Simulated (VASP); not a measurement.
Runs of VASP 6.6.1 on Cu. The cell holds a slab with vacuum, 6 atoms: a = 2.534 Å, b = 2.534 Å, c = 25.281 Å, α = 90.00°, β = 90.00°, γ = 120.00°. 

```tsv
task	level	cell	smearing	atoms held fixed (from 0)	gap on the mesh (eV)	largest force (eV/Å)
relaxation of the atoms	PBE+D3(BJ)	atoms relaxed from: the (0 0 1) slab of Cu, cut from the database cell, not relaxed	gaussian 0.05 eV	[0, 1, 2]	none	-
optical spectrum	PBEsol+D3(BJ)	the (0 0 1) slab of Cu, cut from the database cell, not relaxed	tetrahedron	-	none	0.23
single point	PBE	the (0 0 1) slab of Cu, cut from the database cell, not relaxed	fermi-dirac 0.05 eV	-	none	(a)
work function	PBE	the (0 0 1) slab of Cu, cut from the database cell, not relaxed	gaussian 0.05 eV	-	none	0.17
```

Alike in all rows: potentials or basis VASP PAW PBE potentials, release 64 (Cu); no spin polarisation; k mesh 12 × 12 × 1; cutoff (eV) 520.

Question: Estimate the missing entries.

Answer: (a) 0.19.

Caveats: the PAW data sets were made with another functional, which shifts forces and pressure a little (some runs); tetrahedron occupations give inexact forces and stress in metals (some runs).

A gap of «none» marks a metal or a gap under the smearing width.
